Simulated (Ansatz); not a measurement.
# KCl: the cost of one run

Program: Ansatz 0.2.0. Level of theory: DFT PBE, scalar-relativistic. These are calculated values, not measurements.

## (1) The system as given

It takes space group Fm-3m (No. 225, cubic). Conventional cell: a = 6.312 Å, b = 6.312 Å, c = 6.312 Å, α = 90.00°, β = 90.00°, γ = 90.00°. K (site symmetry m-3m) has 6 Cl at 3.16 Å as nearest neighbours. Cl (site symmetry m-3m) is surrounded by 6 K at 3.16 Å.

Structure file:

```xyz
2
Lattice="0.0000 3.1561 3.1561 3.1561 0.0000 3.1561 3.1561 3.1561 0.0000" Properties=species:S:1:pos:R:3 pbc="T T T"
K     0.0000    0.0000    0.0000
Cl    3.1561    3.1561    3.1561
```

Atoms are numbered in the order of the input: K1, Cl2.

## (2) The deformed structure

Space group Fm-3m before, I4/mmm after.

## (3) All-electron LAPW

Input file input.yaml:

```yaml
crystal:
  lattice:
    - [0.0, 3.061417, 3.1561]
    - [3.061417, 0.0, 3.1561]
    - [3.061417, 3.061417, 0.0]
  atoms:
    - { symbol: K, position: [0.0, 0.0, 0.0] }
    - { symbol: Cl, position: [0.5, 0.5, 0.5] }
kpoints:
  mp_grid: { grid: [7, 7, 7] }
  band_path:
    path:
      - [0.0, 0.0, 0.0]
      - [0.0, 0.5, 0.5]
      - [0.25, 0.75, 0.5]
      - [0.0, 0.5, 0.0]
      - [0.0, 0.0, 0.0]
      - [0.5, 0.5, 0.0]
      - [0.3676125, 0.6323875, 0.0]
      - [-0.3676125, 0.3676125, 0.0]
      - [0.0, 0.0, 0.0]
    npoints: 5
scf:
  occupations: { method: fermi_dirac, width: 0.03 }
hamiltonian:
  xc: pbe
  pseudopotentials: { kind: all_electron, lapw: { basis_error: 0.001 } }
output:
  forces: true
  stress: true
  eigenvalues: true
```

Run with:

```console
ansatz run input.yaml --threads 1 --pin off --max-ram 3072MiB --backend cpu --events-out ev --progress --plain --runs-dir out
```

What time and memory should one allow on 1 thread of Intel Xeon Platinum 8488C (Sapphire Rapids), shared host?

About 4.4 s, with a peak of 0.29 GiB.
